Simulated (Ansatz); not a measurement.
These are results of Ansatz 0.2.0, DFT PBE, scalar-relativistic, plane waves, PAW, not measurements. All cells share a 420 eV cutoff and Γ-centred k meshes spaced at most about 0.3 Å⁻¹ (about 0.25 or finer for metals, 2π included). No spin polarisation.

Temperature and zero-point effects are left out.

Two relaxed structures of Bi4Te3:

A. Space group P-43m (No. 215), cubic, a = 6.504 Å. Bi has 3 Te at 3.14 Å and 3 Bi at 3.39 Å; Te has 4 Bi at 3.14 Å.

B. Space group P-6m2 (No. 187), hexagonal, a = 8.992 Å, c = 3.288 Å. Bi on a site of symmetry mm2 is surrounded by 2 Te at 3.27 Å, 4 Bi at 3.29–3.41 Å and 2 Bi at 3.62 Å; Bi on a site of symmetry -6m2 has 2 Bi at 3.29 Å, 6 Bi at 3.62 Å and 6 Te at 3.70 Å; Te is surrounded by 4 Te at 3.25–3.29 Å, 2 Bi at 3.27 Å and 2 Bi at 3.70 Å.

**Question.** Which would you expect to be lower, and how large is the difference?

**Answer.** A is lower, by 57 meV/atom. A has space group P-43m (No. 215), 39.3 Å³/atom and no gap on its mesh; B has space group P-6m2 (No. 187), 32.9 Å³/atom and no gap. Counting Te atoms around Bi (those within 1.25 times the shortest such distance or 1.15 times the sum of covalent radii, 1.27 where that leaves under three; the shortest distance is added where it exceeds 1.18 times the sum of covalent radii; a slash parts the counts of unlike sites), A has Bi 3 and B has Bi 2/6 from 3.7 Å. The lower one is the more open, so pressure narrows the difference. Even the lower one lies +0.07 eV/atom against the reference forms of the elements (uncorrected), so neither is stable at this level. Both come from invented guesses. The lowest form computed isn't among them: it has space group R-3m (No. 166), 36.0 Å³/atom, is reached from a cell as deposited in COD and lies 248 meV/atom below the best shown.

These runs have no spin–orbit coupling, which can matter for Bi and Te. Cells relaxed within their symmetry can be saddle points. Some structure types and database cells were kept out of the candidates from the start, so a known form may be missing.
